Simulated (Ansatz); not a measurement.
# MnO (Cm) in Ansatz: notebook

One crystal, MnO, is run at these levels: PBEsol, RPBE, revPBE, BLYP, r2SCAN; tasks: band structure.

Everything below comes from runs of Ansatz 0.2.0. Logs are shortened: lines on timing, memory, paths and dates and some standing lists are left out, and cuts for length are marked.

## (1) Starting point

It takes space group Cm (No. 8, monoclinic). Conventional cell: a = 5.943 Å, b = 3.434 Å, c = 3.440 Å, α = 90.00°, β = 125.23°, γ = 90.00°. Mn (site symmetry m) is surrounded by 4 O at 2.10 Å. Around O (site symmetry m) lie 4 Mn at 2.10 Å.

The cell comes from a database or a generator and needn't be the stable form of this composition.

## (2) Band structure, PBEsol, collinear spin, ferromagnetic start

File input.yaml:

```yaml
crystal:
  lattice:
    - [2.9712935166, -1.7169813801, 0.0]
    - [2.9712935166, 1.7169813801, 0.0]
    - [-1.9846287531, 0.0, 2.8103092467]
  atoms:
    - { symbol: Mn, position: [0.500199, 0.500199, 0.500665], spin: 4.0 }
    - { symbol: O, position: [0.7498025, 0.7498025, 0.249336] }
hamiltonian:
  xc: pbesol
  pseudopotentials: { kind: paw }
magnetization:
  spin_polarized: true
kpoints:
  mp_grid: { grid: [7, 7, 7] }
  band_path:
    path:
      - [[0.0, 0.0, -0.5], [0.0, 0.0, 0.0], [0.5, 0.0, 0.0]]
      - [[0.5, 0.0, -0.5], [0.0, 0.0, 0.0], [-0.5, -0.5, 0.5]]
      - [[-0.5, -0.5, 0.0], [0.0, 0.0, 0.0], [0.0, -0.5, 0.5]]
      - [[0.0, -0.5, 0.0], [0.0, 0.0, 0.0]]
    npoints: 14
scf:
  occupations: { method: fermi_dirac, width: 0.05 }
  n_extra_bands: 6
output:
  forces: true
  stress: true
  eigenvalues: true
  fatbands: true
```

Potentials or basis: Ansatz PAW.

Launch:

```bash
ansatz run input.yaml --threads 2 --pin off --max-ram 5632MiB --backend cpu --events-out ev --progress --plain --runs-dir out
```

Output:

```text
Warning: RAYON_NUM_THREADS=2 ignored (pool sized by the plan → 2); use --threads N
scf.n_extra_bands = 6 over 11 filled bands (N_el = 21.0): the run solves 17 bands
Engine: ansatz 0.2.0, x86_64-unknown-linux-gnu
Pseudopotentials: kind: paw
Pseudopotential: Mn, paw, valence charge 15, recommended cutoff 420 eV (normal), Mn.paw.azcp
Pseudopotential: O, paw, valence charge 6, recommended cutoff 420 eV (normal), O.paw.azcp
Functional definition: PBEsol
  exchange = pbesol_x
  correlation = pbesol_c
Crystal: 2 atoms, lattice volume = 28.674 Å³
Basis set: ecut = 420 eV, 537 PW (Γ), exchange–correlation on 48×48×48 points (8 copies of the dense FFT grid, shifted against one another)
Bands: 17, of which v1, the nominal top of the filled ones, is band 11 counted from 1 (10 counted from 0)
Symmetry: 2 space group operations
Space group: Cm (ITA 8), of the structure as read, at distance tolerance 3.1e-5 Å
Magnetic group: BNS 8.32 (UNI 39), of the structure as read, at distance tolerance 3.1e-5 Å
k-points: 100 of 343 (time reversal used)
Non-local potential: Mn, projectors of the file, l = 0: 3, l = 1: 2, l = 2: 3, l = 3: 1
Non-local potential: O, projectors of the file, l = 0: 2, l = 1: 2, l = 2: 1
PAW form: soft (Blöchl's): semilocal exchange-correlation on the pseudo side does not see the compensation charge
PAW frozen core: Mn, regenerated for the run's functional, and the local potential with it (the file was generated under x = pbe(κ = 0.804, μ = 0.2195149727645171), c = pbe(β = 0.06672455060314922))
PAW frozen core: O, regenerated for the run's functional, and the local potential with it (the file was generated under x = pbe(κ = 0.804, μ = 0.2195149727645171), c = pbe(β = 0.06672455060314922))
PAW one-centre angular grid: Mn, 590 points (default); XC on 64 Gauss nodes
PAW one-centre angular grid: O, 110 points (default); XC on 64 Gauss nodes
Initial density: superposition of atomic densities (chi_scale 0.1, normalization cell, long waves kept (reshape's long-wave potential 0.00 eV rms))
Starting moments: Σ|m| = 4 μB on 1 of 2 sites
Initial wavefunctions: pseudopotential atomic-orbital guess
Functional: x = pbesol(κ = 0.804, μ = 0.12345679012345678), c = pbesol(β = 0.046)
SCF iter   1: F=—  HF=-4429.759622 eV  |F-HF|=—  |Δ(HF+E_count)|=         —  Δρ=1.30e-1 (↑1.30e-1 ↓5.76e-2)  dr2=5.85e0  dr2_m=1.09e0  M=4.788 μB ∫|m|=4.788 μB  β_m=0.30  ethr=3.10e-3  ⟨swp⟩=4.6  Hψ=14416  notcnv=0
Mixer restart at iter 1: flushing history
preconditioner: auto → Kerker (q_TF=auto, 2.590 Å⁻¹)  [metal: Δε(μ)=0.013 eV  Ē_g=11.502 eV  σ=0.050 eV  W_gap=0.07  n_scr=14 (ndim 8)  ℏωp=25.0 eV  f_vac=0.000  D(μ)=1.31/eV (n_scr^D=14)]
spin=Collinear: Kerker preconditioning applied to the charge; magnetization (m = ρ↑ − ρ↓) channel mixes plain (no charge-response kernel on spin).
SCF iter   2: F=—  HF=-4429.312866 eV  |F-HF|=—  |Δ(HF+E_count)|=   4.47e-1  Δρ=7.67e-2 (↑7.67e-2 ↓3.17e-2)  dr2=1.20e0  dr2_m=6.44e-1  M=4.984 μB ∫|m|=4.984 μB  β_m=0.44  ethr=3.10e-3  ⟨swp⟩=3.0  Hψ=8278  notcnv=0  defer=171
SCF iter   3: F=—  HF=-4429.205528 eV  |F-HF|=—  |Δ(HF+E_count)|=   1.07e-1  Δρ=2.07e-2 (↑2.07e-2 ↓1.42e-2)  dr2=2.21e-1  dr2_m=4.34e-2  M=4.989 μB ∫|m|=4.989 μB  β_m=0.52  ethr=3.10e-3  ⟨swp⟩=2.9  Hψ=6506  notcnv=0  defer=183
SCF iter   4: F=—  HF=-4429.170191 eV  |F-HF|=—  |Δ(HF+E_count)|=         —  Δρ=6.20e-3 (↑5.93e-3 ↓6.20e-3)  dr2=4.05e-2  dr2_m=1.59e-3  M=4.993 μB ∫|m|=4.993 μB  β_m=0.52  ethr=1.05e-3  ⟨swp⟩=2.0  Hψ=4973  notcnv=0  defer=183
Mixer restart at iter 4: flushing history
SCF iter   5: F=—  HF=-4429.171124 eV  |F-HF|=—  |Δ(HF+E_count)|=   9.32e-4  Δρ=4.42e-3 (↑4.42e-3 ↓3.95e-3)  dr2=1.93e-2  dr2_m=6.48e-4  M=4.994 μB ∫|m|=4.994 μB  β_m=0.73  ethr=1.93e-4  ⟨swp⟩=2.0  Hψ=4982  notcnv=0  defer=183
SCF iter   6: F=—  HF=-4429.176586 eV  |F-HF|=—  |Δ(HF+E_count)|=   5.46e-3  Δρ=1.41e-3 (↑1.41e-3 ↓1.24e-3)  dr2=1.58e-3  dr2_m=9.13e-5  M=4.995 μB ∫|m|=4.995 μB  β_m=0.81  ethr=9.18e-5  ⟨swp⟩=2.0  Hψ=5518  notcnv=0  defer=184
SCF iter   7: F=—  HF=-4429.177283 eV  |F-HF|=—  |Δ(HF+E_count)|=   6.98e-4  Δρ=6.26e-4 (↑6.26e-4 ↓4.38e-4)  dr2=2.39e-4  dr2_m=1.15e-5  M=4.995 μB ∫|m|=4.995 μB  β_m=0.86  ethr=7.53e-6  ⟨swp⟩=2.1  Hψ=5219  notcnv=0  defer=184
SCF iter   8: F=—  HF=-4429.177595 eV  |F-HF|=—  |Δ(HF+E_count)|=   3.11e-4  Δρ=5.92e-4 (↑5.92e-4 ↓2.78e-4)  dr2=1.34e-4  dr2_m=9.24e-6  M=4.995 μB ∫|m|=4.995 μB  β_m=0.81  ethr=1.14e-6  ⟨swp⟩=2.0  Hψ=6116  notcnv=0  defer=184
SCF iter   9: F=—  HF=-4429.177607 eV  |F-HF|=—  |Δ(HF+E_count)|=   1.21e-5  Δρ=1.16e-4 (↑8.07e-5 ↓1.16e-4)  dr2=1.01e-5  dr2_m=2.19e-7  M=4.995 μB ∫|m|=4.995 μB  β_m=0.90  ethr=6.38e-7  ⟨swp⟩=2.4  Hψ=5202  notcnv=0  defer=184
SCF iter  10: F=—  HF=-4429.177643 eV  |F-HF|=—  |Δ(HF+E_count)|=   3.67e-5  Δρ=3.26e-5 (↑3.26e-5 ↓2.09e-5)  dr2=6.55e-7  dr2_m=3.64e-8  M=4.995 μB ∫|m|=4.995 μB  β_m=0.95  ethr=4.82e-8  ⟨swp⟩=2.0  Hψ=4550  notcnv=0  defer=184
SCF iter  11: F=—  HF=-4429.177644 eV  |F-HF|=—  |Δ(HF+E_count)|=   4.93e-7  Δρ=1.00e-5 (↑1.00e-5 ↓7.24e-6)  dr2=6.17e-8  dr2_m=6.47e-9  M=4.995 μB ∫|m|=4.995 μB  β_m=0.98  ethr=3.12e-9  ⟨swp⟩=2.5  Hψ=5121  notcnv=0  defer=184
SCF iter  12: F=-4429.177644 eV  HF=-4429.177644 eV  |F-HF|=4.71e-9  |Δ(HF+E_count)|=   4.36e-8  Δρ=1.87e-6 (↑1.74e-6 ↓1.87e-6)  dr2=4.14e-9  dr2_m=6.00e-11  M=4.995 μB ∫|m|=4.995 μB  ethr=2.94e-10  ⟨swp⟩=4.6  Hψ=12385  notcnv=0
SCF 1 converged in 12 iterations: F = -4429.177644 eV  dr2 = 4.14e-9
NSCF: frozen V_eff on 102 k-points
SCF converged after 12 iterations
Magnetization: 4.9948 μB (12.9974 up, 8.0026 down)
Absolute magnetization: 4.9948 μB (∫|ρ↑−ρ↓|, with the PAW one-centre terms)
Spin contamination: 0.0074 ħ² per cell (⟨S²⟩ above its minimum at these occupations)
Per-site moments (μB) at R_I (Å): [(4.001710999735374, 0.8677646066960969), (0.20291891087723382, 0.8677646066960969)]
Free energy (F): -4429.177644 eV
Harris-Foulkes:  -4429.177644 eV  (|F-HF|=4.71e-9)
Internal energy: -4429.175191 eV  (E = F + TS)
E sigma→0 (E₀):  -4429.176418 eV
Entropy (-TS):   -0.002452 eV (-1.226 meV/atom)
Fermi energy:    9.240033 eV
--- Per-component energies (eV) ---
  E_band       = -329.271859
  E_kinetic    = 470.308094
  E_local      = -2682.990469  (includes V_loc(G=0)·N_el)
  E_nonlocal   = 303.034777
  E_hartree    = 1078.023625
  E_xc         = -181.371742
  E_vxc        = -232.800756  (∫ρ·V_xc dr)
  E_paw        = -1429.231255  (= ΣΔE_a)
  E_vpaw       = -342.872415  (= ΣTr[D̂ρ^β])
  E_aug_tail   = 0.002368  (compensation charges beyond the density's cutoff)
  E_ewald      = -1987.155528
  E_core_change = 0.204938  (= ΣΔE_core)
  E_smearing   = -0.002452  (= −TS)
  E_closure    = 0.000000  (closes the sum)
  Σ components = -4429.177644   (vs F -4429.177644, Δ=0.00e0)
--- Forces (eV/Å), atoms counted from 1 ---
  atom   1  Mn     0.00100551    -0.00000000    -0.00012811
  atom   2  O     -0.00100568    -0.00000000     0.00012750
  max |Σ_I F_I| component: 6.13e-7 eV/Å
--- Stress (GPa, compression-positive) ---
       -8.327538       0.000000       0.025007
        0.000000      -8.342590       0.000000
        0.025007       0.000000      -8.536103
  P = ⅓ Tr σ = -8.4021 GPa (-84.021 kbar)
--- Band table (eV; the first three rows and the last of 200) ---
  k-point 0 ↑: bands = ["-72.1317", "-41.0019", "-41.0014", "-41.0007", "-9.9817", "3.4964", "3.5085", "3.5112", "6.5468", "6.5497", "7.7274", "9.2534", "9.2538", "9.2594", "20.7869", "20.8548", "20.8572"]
  k-point 1 ↑: bands = ["-72.1314", "-41.0052", "-41.0025", "-41.0021", "-9.9038", "3.2109", "3.5743", "3.5774", "6.5239", "6.5263", "8.1139", "9.1453", "9.1465", "9.2854", "19.1210", "20.9451", "20.9478"]
  k-point 2 ↑: bands = ["-72.1307", "-41.0151", "-41.0041", "-41.0036", "-9.7275", "2.8439", "3.7076", "3.7116", "6.5470", "6.5479", "7.6287", "8.8451", "8.8462", "10.6159", "16.6461", "20.7842", "20.7980"]
  k-point 99 ↓: bands = ["-67.3361", "-36.3198", "-36.2987", "-36.2948", "-9.1220", "3.6807", "4.7847", "5.0124", "10.4105", "10.8856", "10.9611", "11.8562", "12.0460", "14.9009", "16.1284", "20.5423", "22.1236"]
```

Wall time 3.3 s (2 threads of AMD EPYC 9B45 (Zen 5), shared host); peak memory 0.45 GiB.

Results:

- Free energy: -4429.1776 eV
- Pressure: -8.4 GPa
- Band gap on the k mesh: none (metal or under the smearing width)
- Net moment: 4.99 μB per cell
- Absolute moment: 4.99 μB per cell
- Site moments: Mn +4.00; O +0.20 μB

Stress tensor (GPa, compression positive):
```
-8.33  0.00  0.03
 0.00 -8.34  0.00
 0.03  0.00 -8.54
```

Levels at the corners of the path, in eV from the Fermi level:
Spin up:
| point | band 9 | band 10 | band 11 | band 12 | band 13 | band 14 | band 15 | band 16 | band 17 |
| --- | --- | --- | --- | --- | --- | --- | --- | --- | --- |
| X | -2.53 | -2.53 | -2.45 | -0.78 | -0.78 | 3.63 | 4.98 | 11.13 | 11.15 |
| Γ | -2.69 | -2.69 | -1.51 | 0.01 | 0.01 | 0.02 | 11.55 | 11.61 | 11.62 |
| Y | -2.53 | -2.53 | -2.45 | -0.79 | -0.77 | 3.63 | 5.00 | 11.09 | 11.11 |
| L | -3.16 | -2.40 | -2.02 | -1.74 | -1.73 | 3.58 | 7.42 | 9.02 | 11.20 |
| Γ | -2.69 | -2.69 | -1.51 | 0.01 | 0.01 | 0.02 | 11.55 | 11.61 | 11.62 |
| Z | -2.53 | -2.53 | -2.45 | -0.78 | -0.77 | 3.63 | 5.00 | 11.09 | 11.11 |
| N | -3.16 | -2.40 | -2.02 | -1.74 | -1.73 | 3.58 | 7.45 | 9.00 | 11.19 |
| Γ | -2.69 | -2.69 | -1.51 | 0.01 | 0.01 | 0.02 | 11.55 | 11.61 | 11.62 |
| M | -3.16 | -2.40 | -2.02 | -1.74 | -1.73 | 3.58 | 7.42 | 9.02 | 11.20 |
| R | -2.53 | -2.53 | -2.45 | -0.79 | -0.77 | 3.63 | 5.00 | 11.09 | 11.11 |
| Γ | -2.69 | -2.69 | -1.51 | 0.01 | 0.01 | 0.02 | 11.55 | 11.61 | 11.62 |
Spin down:
```
point  band 5  band 6  band 7  band 8  band 9  band 10  band 11  band 12
    X  -18.39   -5.73   -4.24   -4.24    1.43     1.74     1.75     2.73
    Γ  -18.79   -4.42   -4.40   -4.40   -0.09     1.61     1.61     3.37
    Y  -18.39   -5.72   -4.26   -4.25    1.44     1.74     1.75     2.74
    L  -18.27   -5.72   -4.16   -4.15    0.34     1.65     2.06     2.34
    Γ  -18.79   -4.42   -4.40   -4.40   -0.09     1.61     1.61     3.37
    Z  -18.39   -5.72   -4.25   -4.25    1.44     1.74     1.75     2.74
    N  -18.27   -5.72   -4.17   -4.16    0.34     1.66     2.06     2.34
    Γ  -18.79   -4.42   -4.40   -4.40   -0.09     1.61     1.61     3.37
    M  -18.27   -5.72   -4.16   -4.15    0.34     1.65     2.06     2.34
    R  -18.39   -5.72   -4.26   -4.25    1.44     1.74     1.75     2.74
    Γ  -18.79   -4.42   -4.40   -4.40   -0.09     1.61     1.61     3.37
```

Caveat: the pressure holds a Pulay correction of +0.5 GPa for the finite cutoff; a cell with one magnetic atom can't hold antiferromagnetic order, which such compounds often take; semilocal functionals often make such compounds metallic where correlation or magnetic order opens a gap, which also shifts bond lengths; the PAW data sets come from PBE, with cores solved anew for the run's functional, which leaves a small shift of forces and pressure. With open d or f shells a metallic result of PBEsol can be an artefact of self-interaction; +U or a hybrid may open a gap.

## (3) Band structure, RPBE, collinear spin, ferromagnetic start

input.yaml: that of step 2 with these lines changed.

```diff
@@ -9,3 +9,3 @@
 hamiltonian:
-  xc: pbesol
+  xc: rpbe
   pseudopotentials: { kind: paw }
@@ -29,2 +29,2 @@
   eigenvalues: true
-  fatbands: true
+  fatbands: false
```

Potentials or basis: Ansatz PAW.

Launch:

```bash
ansatz run input.yaml --threads 2 --pin off --max-ram 5632MiB --backend cpu --events-out ev --progress --plain --runs-dir out
```

Run time: 3.2 s. Hardware: 2 threads of AMD EPYC 9B45 (Zen 5), shared host; peak memory 0.45 GiB.

It converged, with:

| Item | Value |
| --- | --- |
| Free energy | -4472.8575 eV |
| Pressure | -0.3 GPa |
| Band gap on the k mesh | none (metal or under the smearing width) |
| Net moment | 5.00 μB per cell |
| Absolute moment | 5.00 μB per cell |
| Site moments | Mn +4.03; O +0.19 μB |

Stress tensor (GPa, compression positive):
```
-0.24  0.00  0.02
 0.00 -0.25  0.00
 0.02  0.00 -0.44
```

Levels at the corners of the path, in eV from the Fermi level:
Spin up:
| point | band 9 | band 10 | band 11 | band 12 | band 13 | band 14 | band 15 | band 16 | band 17 |
| --- | --- | --- | --- | --- | --- | --- | --- | --- | --- |
| X | -2.58 | -2.58 | -2.50 | -0.82 | -0.81 | 3.84 | 5.08 | 11.31 | 11.33 |
| Γ | -2.75 | -2.74 | -1.38 | -0.02 | -0.02 | -0.02 | 11.77 | 11.84 | 11.84 |
| Y | -2.59 | -2.58 | -2.50 | -0.82 | -0.80 | 3.84 | 5.10 | 11.27 | 11.29 |
| L | -3.18 | -2.46 | -2.05 | -1.78 | -1.77 | 3.68 | 7.57 | 9.32 | 11.39 |
| Γ | -2.75 | -2.74 | -1.38 | -0.02 | -0.02 | -0.02 | 11.77 | 11.84 | 11.84 |
| Z | -2.59 | -2.58 | -2.50 | -0.81 | -0.80 | 3.84 | 5.10 | 11.27 | 11.29 |
| N | -3.18 | -2.46 | -2.05 | -1.78 | -1.77 | 3.68 | 7.59 | 9.30 | 11.38 |
| Γ | -2.75 | -2.74 | -1.38 | -0.02 | -0.02 | -0.02 | 11.77 | 11.84 | 11.84 |
| M | -3.18 | -2.46 | -2.05 | -1.78 | -1.77 | 3.68 | 7.57 | 9.32 | 11.39 |
| R | -2.59 | -2.58 | -2.50 | -0.82 | -0.80 | 3.84 | 5.10 | 11.27 | 11.29 |
| Γ | -2.75 | -2.74 | -1.38 | -0.02 | -0.02 | -0.02 | 11.77 | 11.84 | 11.84 |
Spin down:
```tsv
point	band 5	band 6	band 7	band 8	band 9	band 10	band 11	band 12
X	-18.59	-5.65	-4.23	-4.22	1.57	1.88	1.88	2.83
Γ	-18.97	-4.40	-4.38	-4.38	0.21	1.74	1.75	3.45
Y	-18.59	-5.64	-4.24	-4.23	1.58	1.88	1.89	2.83
L	-18.47	-5.65	-4.15	-4.14	0.55	1.80	2.19	2.44
Γ	-18.97	-4.40	-4.38	-4.38	0.21	1.74	1.75	3.45
Z	-18.59	-5.64	-4.23	-4.23	1.58	1.88	1.89	2.83
N	-18.47	-5.65	-4.16	-4.14	0.55	1.81	2.19	2.44
Γ	-18.97	-4.40	-4.38	-4.38	0.21	1.74	1.75	3.45
M	-18.47	-5.65	-4.15	-4.14	0.55	1.80	2.19	2.44
R	-18.59	-5.64	-4.24	-4.23	1.58	1.88	1.89	2.83
Γ	-18.97	-4.40	-4.38	-4.38	0.21	1.74	1.75	3.45
```

Caveat: the pressure holds a Pulay correction of +0.4 GPa for the finite cutoff; a cell with one magnetic atom can't hold antiferromagnetic order, which such compounds often take; semilocal functionals often make such compounds metallic where correlation or magnetic order opens a gap, which also shifts bond lengths; the PAW data sets come from PBE, with cores solved anew for the run's functional, which leaves a small shift of forces and pressure.

## (4) Band structure, revPBE, collinear spin, ferromagnetic start

input.yaml: that of step 3 with these lines changed.

```diff
@@ -9,3 +9,3 @@
 hamiltonian:
-  xc: rpbe
+  xc: revpbe
   pseudopotentials: { kind: paw }
```

Launch:

```bash
ansatz run input.yaml --threads 2 --pin off --max-ram 5632MiB --backend cpu --events-out ev --progress --plain --runs-dir out
```

Wall time 3.1 s (2 threads of AMD EPYC 9B45 (Zen 5), shared host); peak memory 0.45 GiB.

It converged, with:

```
Free energy            : -4470.9677 eV
Pressure               : -1.2 GPa
Band gap on the k mesh : none (metal or under the smearing width)
Net moment             : 5.00 μB per cell
Absolute moment        : 5.00 μB per cell
Site moments           : Mn +4.03; O +0.20 μB
```

Stress tensor (GPa, compression positive):
```
-1.12  0.00  0.02
 0.00 -1.13  0.00
 0.02  0.00 -1.31
```

Levels at the corners of the path, in eV from the Fermi level:
Spin up:
| point | band 9 | band 10 | band 11 | band 12 | band 13 | band 14 | band 15 | band 16 | band 17 |
| --- | --- | --- | --- | --- | --- | --- | --- | --- | --- |
| X | -2.58 | -2.58 | -2.49 | -0.81 | -0.81 | 3.82 | 5.07 | 11.29 | 11.31 |
| Γ | -2.74 | -2.74 | -1.40 | -0.02 | -0.02 | -0.01 | 11.74 | 11.81 | 11.81 |
| Y | -2.58 | -2.57 | -2.49 | -0.81 | -0.80 | 3.82 | 5.09 | 11.25 | 11.27 |
| L | -3.18 | -2.45 | -2.05 | -1.77 | -1.77 | 3.67 | 7.55 | 9.28 | 11.37 |
| Γ | -2.74 | -2.74 | -1.40 | -0.02 | -0.02 | -0.01 | 11.74 | 11.81 | 11.81 |
| Z | -2.58 | -2.57 | -2.49 | -0.81 | -0.80 | 3.82 | 5.09 | 11.25 | 11.27 |
| N | -3.18 | -2.45 | -2.05 | -1.77 | -1.77 | 3.67 | 7.57 | 9.27 | 11.36 |
| Γ | -2.74 | -2.74 | -1.40 | -0.02 | -0.02 | -0.01 | 11.74 | 11.81 | 11.81 |
| M | -3.18 | -2.45 | -2.05 | -1.77 | -1.77 | 3.67 | 7.55 | 9.28 | 11.37 |
| R | -2.58 | -2.57 | -2.49 | -0.81 | -0.80 | 3.82 | 5.09 | 11.25 | 11.27 |
| Γ | -2.74 | -2.74 | -1.40 | -0.02 | -0.02 | -0.01 | 11.74 | 11.81 | 11.81 |
Spin down:
```csv
point,band 6,band 7,band 8,band 9,band 10,band 11
X,-5.66,-4.23,-4.22,1.55,1.86,1.86
Γ,-4.40,-4.39,-4.38,0.17,1.72,1.73
Y,-5.65,-4.24,-4.23,1.56,1.86,1.87
L,-5.66,-4.15,-4.14,0.53,1.78,2.17
Γ,-4.40,-4.39,-4.38,0.17,1.72,1.73
Z,-5.65,-4.24,-4.24,1.56,1.86,1.87
N,-5.66,-4.16,-4.15,0.53,1.78,2.17
Γ,-4.40,-4.39,-4.38,0.17,1.72,1.73
M,-5.66,-4.15,-4.14,0.53,1.78,2.17
R,-5.65,-4.24,-4.23,1.56,1.86,1.87
Γ,-4.40,-4.39,-4.38,0.17,1.72,1.73
```

Caveat: the pressure holds a Pulay correction of +0.4 GPa for the finite cutoff; a cell with one magnetic atom can't hold antiferromagnetic order, which such compounds often take; semilocal functionals often make such compounds metallic where correlation or magnetic order opens a gap, which also shifts bond lengths; the PAW data sets come from PBE, with cores solved anew for the run's functional, which leaves a small shift of forces and pressure. With open d or f shells a metallic result of revPBE can be an artefact of self-interaction; +U or a hybrid may open a gap.

[end of part 1 of 2]
